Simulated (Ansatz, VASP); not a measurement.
**One calculation of BN, two programs**

```
B N
1.0
     2.55394    0.00000    0.00000
    -1.27697    2.21178    0.00000
     0.00000    0.00000    4.22685
B N
2 2
Direct
  0.66667 0.33333 0.99972
  0.33333 0.66667 0.49972
  0.66667 0.33333 0.62528
  0.33333 0.66667 0.12528
```

Measurements of this composition are mostly on another form, of space group No. 194.

Alike in both runs: task relaxation of cell and atoms; functional PBE; k mesh 12 × 12 × 6; occupations gaussian, width 0.02 eV; no spin polarisation.

```csv
,VASP,Ansatz
version,VASP 6.6.1,Ansatz 0.2.0
potentials or method,"VASP PAW PBE potentials, release 64 (B, N)","scalar-relativistic, plane waves, PAW"
plane-wave cutoff (eV),600,520
valence electrons in the cell,16,16
```

|  | VASP | Ansatz | Ansatz less VASP |
| --- | --- | --- | --- |
| gap on the k mesh at the Fermi level, each at its own relaxed structure (eV) | 5.21 | 5.23 | +0.015 |
| relaxed volume (Å³/atom) | 5.97 | 5.97 | +0.001 |
| relaxed cell length with the largest relative difference (Å) | 2.554 | 2.555 | +0.0003 |

A k mesh can miss the band edges.
